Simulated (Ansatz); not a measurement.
**Relaxing InSe₂**

Method: DFT PBE, scalar-relativistic, plane waves, PAW (Ansatz 0.2.0). Cutoff 420 eV, Γ-centred k mesh, Gaussian smearing, no spin polarisation in the final step.

The start puts InSe₂ on the cubic Laves (C15) structure type (Fd-3m, No. 227), with In in place of Mg, Se in place of Cu, at a guessed volume.

```
In Se
1.0
     0.00000    4.18711    4.18711
     4.18711    0.00000    4.18711
     4.18711    4.18711    0.00000
In Se
2 4
Direct
  0.00000 0.00000 0.00000
  0.25000 0.25000 0.25000
  0.62500 0.62500 0.62500
  0.12500 0.62500 0.62500
  0.62500 0.62500 0.12500
  0.62500 0.12500 0.62500
```

Steps on the 8×8×8 mesh (6 atoms). 3 of 4 steps are shown, and the free energy counts from the last. Trial steps that were taken back and renewals of the plane-wave basis can be among the rows.

```tsv
step	ΔF (meV/atom)	V (Å³/atom)	P (GPa)
1	5.0	24.47	1.77
2	0.2	25.50	-0.14
4	0.0	25.42	-0.01
```

A final relaxation ran on a 8×8×8 mesh. The relaxed crystal, Fd-3m (No. 227):

```
In Se
1.0
     0.00000    4.24070    4.24070
     4.24070    0.00000    4.24070
     4.24070    4.24070    0.00000
In Se
2 4
Direct
  0.50000 0.50000 0.50000
  0.75000 0.75000 0.75000
  0.12500 0.12500 0.12500
  0.62500 0.12500 0.12500
  0.12500 0.12500 0.62500
  0.12500 0.62500 0.12500
```

```
Volume per atom          : 25.42 Å³
Density                  : 5.94 g/cm³
Energy over the elements : 0.18 eV/atom
Gap on the 8×8×8 mesh    : 0 eV (a metal)
```

Formation energies are uncorrected and refer to the elements' standard structures at the same level.

The final run used a 8×8×8 mesh on its 6-atom cell and 0.10 eV smearing. For metals, differences of a few meV/atom aren't resolved.

Symmetry constrained the relaxation, so the result can be a saddle point.

Cost: 2 runs of about 1.2 core-minutes in all, on Intel Xeon Platinum 8488C (Sapphire Rapids) (shared hosts).